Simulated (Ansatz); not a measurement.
**PbS under changes of volume**

One of the cells (27.435 Å³/atom); the others are scaled copies at fixed shape and fractional positions:

```
CELL_PARAMETERS angstrom
4.08970 0.00000 0.00000
-2.04485 3.54178 0.00000
0.00000 0.00000 3.78817
ATOMIC_POSITIONS crystal
Pb 0.00000 0.00000 0.00000
S 0.66667 0.33333 0.50000
```

Measurements of this composition are mostly on another form, of space group No. 225.

| Item | Value |
| --- | --- |
| Program | Ansatz 0.2.0 |
| Functional | PBE |
| Potentials or basis | Ansatz PAW |
| Cutoff | 420 eV (not typed: the program's choice for these potentials) |
| k mesh | 8 × 8 × 7 |
| Occupations | fermi-dirac, width 0.05 eV |
| Spin | no spin polarisation |

| volume (Å³/atom) | energy over the lowest point (meV/atom) | pressure (GPa) | gap on the mesh (eV) |
| --- | --- | --- | --- |
| 25.789 | 17.29 | 3.4 | none |
| 26.338 | 7.70 | 2.2 | none |
| 26.887 | 2.01 | 1.1 | 0.13 |
| 27.435 | 0.00 | 0.0 | 0.21 |
| 27.984 | 1.45 | -0.9 | 0.29 |
| 28.533 | 6.06 | -1.8 | 0.36 |
| 29.082 | ? | ? | ? |

Task: What does the run at 29.082 Å³/atom give?

Result: Energy over the lowest point 13.55 meV/atom; pressure -2.6 GPa; gap on the mesh 0.43 eV.

Worked out: A Birch-Murnaghan fit of order 3 (a polynomial in V^(-2/3)) to the other rows has its minimum at 27.48 Å³/atom with B0 = V·E''(V) = 50 GPa (rough, since the energies scatter) at fixed shape and positions, which overstates the stiffness. It gives 13.69 meV/atom at 29.082 Å³/atom, against the run's 13.55, and -dE/dV = -2.6 GPa, against -2.6.

Energies are extrapolated to zero smearing.

Caveats: odd divisions of the mesh miss points on the zone boundary, where band edges often lie, so the gap on the mesh can be too wide (some runs); spin-orbit coupling is left out, which as a rule narrows the gap of such compounds by several tenths of an eV (some runs).

A mesh can miss the band edges.

A gap of «none» marks a metal or a gap under the smearing width.
